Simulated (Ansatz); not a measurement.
Zincblende RbBr at its r2SCAN geometry, run in Ansatz at 4 levels of theory. (Calculated; non-magnetic; the phase may be known or hypothetical.)

The LDA input:
```yaml
crystal:
  lattice:
    - [0.0, 3.8694971258, 3.8694971258]
    - [3.8694971258, 0.0, 3.8694971258]
    - [3.8694971258, 3.8694971258, 0.0]
  atoms:
    - { symbol: Rb, position: [0.0, 0.0, 0.0] }
    - { symbol: Br, position: [0.25, 0.25, 0.25] }
kpoints:
  mp_grid: { grid: [6, 6, 6] }
  band_path:
    path:
      - [0.0, 0.0, 0.0]
      - [-0.5, -0.5, 0.0]
      - [-0.375, -0.375, 0.25]
      - [-0.375, 0.0, 0.375]
      - [0.0, 0.0, 0.5]
      - [-0.5, -0.25, 0.25]
      - [0.0, 0.5, 0.5]
    npoints: 1
hamiltonian:
  xc: lda
scf:
  occupations: { method: fixed }
  n_extra_bands: 4
output:
  forces: true
  stress: true
  eigenvalues: true
  write_density: true
  write_potential: true
  elf: true
  volumetric_format: npy
```

Main results, then, where recorded, the levels near the gap in eV from the Fermi energy (columns number the bands from 0), one row a point of the path (Γ, X, U, K, L, W, X):
```
Crystal: 2 atoms, lattice volume = 115.876 Å³
Symmetry: 24 space group operations
Space group: F-43m (ITA 216)
```
```
Basis set: ecut = 420 eV, 2229 PW (Γ)
k-points: 16 of 216 (time reversal used)
SCF converged after 6 iterations
Free energy (F): -5867.758749 eV
Fermi energy:    -1.285037 eV
--- Stress (GPa, compression-positive) ---
       -0.951918       0.000000       0.000000
        0.000000      -0.951918       0.000000
        0.000000       0.000000      -0.951918
  P = ⅓ Tr σ = -0.9519 GPa (-9.519 kbar)
```
```tsv
band_3	band_4	band_5	band_6	band_7	band_8	band_9	band_10
-8.642	-8.642	-0.092	-0.092	-0.092	3.807	7.994	7.994
-8.673	-8.553	-0.420	0.000	0.000	5.718	6.512	8.170
-8.667	-8.547	-0.325	-0.089	-0.012	5.855	6.558	7.776
-8.667	-8.547	-0.325	-0.089	-0.012	5.855	6.558	7.776
-8.654	-8.597	-0.320	-0.044	-0.044	6.014	6.273	7.618
-8.673	-8.541	-0.276	-0.151	-0.001	5.856	6.510	8.106
-8.673	-8.553	-0.420	0.000	0.000	5.718	6.512	8.170
```

The LDA gap is indirect, 3.81 eV (X to Γ), below the direct gap of 3.90 eV at Γ.

PBE+SOC. Against the first input these blocks differ (the band path and keys that only write files left aside):
```yaml
hamiltonian:
  xc: pbe
scf:
  occupations: { method: fixed }
  n_extra_bands: 8
magnetization:
  noncollinear: true
  spin_orbit: true
```

```
Basis set: ecut = 420 eV, 2229 PW (Γ)
k-points: 16 of 216 (time reversal used)
SCF converged after 7 iterations
Free energy (F): -6054.754209 eV
Fermi energy:    -0.881951 eV
--- Stress (GPa, compression-positive) ---
        0.172962       0.000000       0.000000
        0.000000       0.172962       0.000000
        0.000000       0.000000       0.172962
  P = ⅓ Tr σ = 0.1730 GPa (1.730 kbar)
```
```tsv
band_6	band_7	band_8	band_9	band_10	band_11	band_12	band_13	band_14	band_15	band_16	band_17	band_18	band_19	band_20	band_21
-8.549	-8.549	-8.549	-8.549	-0.526	-0.526	-0.077	-0.077	-0.077	-0.077	3.942	3.942	8.026	8.026	8.026	8.026
-8.582	-8.582	-8.498	-8.498	-0.640	-0.640	-0.169	-0.169	0.000	0.000	5.788	5.788	6.597	6.597	8.290	8.290
-8.594	-8.582	-8.528	-8.460	-0.627	-0.548	-0.229	-0.142	-0.054	-0.029	5.913	5.929	6.624	6.661	7.873	7.908
-8.594	-8.582	-8.528	-8.460	-0.627	-0.548	-0.229	-0.142	-0.054	-0.029	5.913	5.929	6.624	6.661	7.873	7.908
-8.562	-8.562	-8.525	-8.525	-0.584	-0.584	-0.188	-0.188	-0.027	-0.027	6.137	6.137	6.349	6.349	7.664	7.664
-8.594	-8.587	-8.533	-8.450	-0.620	-0.520	-0.255	-0.140	-0.052	-0.045	5.910	5.933	6.566	6.615	8.185	8.264
-8.582	-8.582	-8.498	-8.498	-0.640	-0.640	-0.169	-0.169	0.000	0.000	5.788	5.788	6.597	6.597	8.290	8.290
```

The PBE+SOC gap is indirect, 3.94 eV (X to Γ), below the direct gap of 4.02 eV at Γ. The mean pressure is +0.17 GPa (compression positive), so PBE+SOC would enlarge the cell's volume.

HSE06. Against the first input these blocks differ (the band path and keys that only write files left aside):
```yaml
kpoints:
  mp_grid: { grid: [4, 4, 4] }
hamiltonian:
  xc: hse06
```

```
Basis set: ecut = 420 eV, 2229 PW (Γ)
k-points: 8 of 64 (time reversal used)
Exchange kernel: α = 0.2500, screened, ω = 0.2079 Å⁻¹, Wigner–Seitz truncation, v(0) = 1045.9011 eV·Å³, q-mesh 4×4×4
hybrid outer 1: dexx = +2.189e-3 eV, tail = 8.08e-6 eV
hybrid outer 2: dexx = +1.051e-7 eV, tail = 1.44e-8 eV, Δε = 1.14e-3 eV
hybrid SCF converged: 2 outer / 8 inner (+2 warm-up)
Free energy (F): -6058.369907 eV
Fermi energy:    -1.863221 eV
--- Stress (GPa, compression-positive) ---
        0.070209       0.000000       0.000000
        0.000000       0.070209       0.000000
        0.000000       0.000000       0.070209
  P = ⅓ Tr σ = 0.0702 GPa (0.702 kbar)
```
```tsv
band_3	band_4	band_5	band_6	band_7	band_8	band_9	band_10
-9.226	-9.226	-0.088	-0.088	-0.088	5.172	9.468	9.468
-9.259	-9.126	-0.395	0.000	0.000	7.004	7.866	9.736
-9.252	-9.122	-0.304	-0.083	-0.011	7.151	7.908	9.297
-9.252	-9.122	-0.304	-0.083	-0.011	7.151	7.908	9.297
-9.239	-9.174	-0.297	-0.042	-0.042	7.433	7.581	9.033
-9.259	-9.115	-0.258	-0.142	-0.001	7.153	7.861	9.654
-9.259	-9.126	-0.395	0.000	0.000	7.004	7.866	9.736
```

With HSE06 the valence top lies at X and the conduction bottom at Γ, 5.17 eV higher; the smallest vertical gap, at Γ, is 5.26 eV. The mean stress, +0.1 GPa, is small, and the program warns that its thresholds are loose for a hybrid's stress.

HSE06+SOC. Against the first input these blocks differ (the band path and keys that only write files left aside):
```yaml
kpoints:
  mp_grid: { grid: [4, 4, 4] }
hamiltonian:
  xc: hse06
scf:
  occupations: { method: fixed }
  n_extra_bands: 8
magnetization:
  noncollinear: true
  spin_orbit: true
output:
  eigenvalues: true
```

```
Basis set: ecut = 420 eV, 2229 PW (Γ)
k-points: 8 of 64 (time reversal used)
Exchange kernel: α = 0.2500, screened, ω = 0.2079 Å⁻¹, Wigner–Seitz truncation, v(0) = 1045.9011 eV·Å³, q-mesh 4×4×4
hybrid outer 1: dexx = +2.254e-3 eV, tail = 6.89e-6 eV
hybrid outer 2: dexx = +1.057e-7 eV, tail = 9.36e-8 eV, Δε = 4.69e-4 eV
hybrid SCF converged: 2 outer / 9 inner (+5 warm-up)
Free energy (F): -6056.819298 eV
Fermi energy:    -1.719642 eV
```
```tsv
band_6	band_7	band_8	band_9	band_10	band_11	band_12	band_13	band_14	band_15	band_16	band_17	band_18	band_19	band_20	band_21
-9.078	-9.078	-9.078	-9.078	-0.557	-0.557	-0.077	-0.077	-0.077	-0.077	5.028	5.028	9.324	9.324	9.324	9.324
-9.115	-9.115	-9.021	-9.021	-0.666	-0.666	-0.174	-0.174	0.000	0.000	6.860	6.860	7.722	7.722	9.591	9.591
-9.126	-9.114	-9.055	-8.981	-0.656	-0.574	-0.232	-0.142	-0.054	-0.029	7.000	7.015	7.746	7.783	9.134	9.169
-9.126	-9.114	-9.055	-8.981	-0.656	-0.574	-0.232	-0.142	-0.054	-0.029	7.000	7.015	7.746	7.783	9.134	9.169
-9.093	-9.093	-9.051	-9.051	-0.610	-0.610	-0.189	-0.189	-0.026	-0.026	7.289	7.289	7.437	7.437	8.879	8.879
-9.126	-9.120	-9.061	-8.970	-0.650	-0.548	-0.257	-0.139	-0.053	-0.046	6.998	7.020	7.693	7.742	9.469	9.533
-9.115	-9.115	-9.021	-9.021	-0.666	-0.666	-0.174	-0.174	0.000	0.000	6.860	6.860	7.722	7.722	9.591	9.591
```

HSE06+SOC gives an indirect gap of 5.03 eV, from X to Γ; the least direct gap is 5.10 eV at Γ.

Small level splittings and stresses of the hybrids carry the error of their coarser meshes.

Totals of different functionals, or with and without spin-orbit coupling, can't be compared.

Only the levels marked +SOC include spin-orbit coupling.

The meshes of the hybrids are coarse, so their gaps aren't converged to the digits shown.

For some runs the program warns that the potential is rough where the density is thin, which bears on empty states near the vacuum.
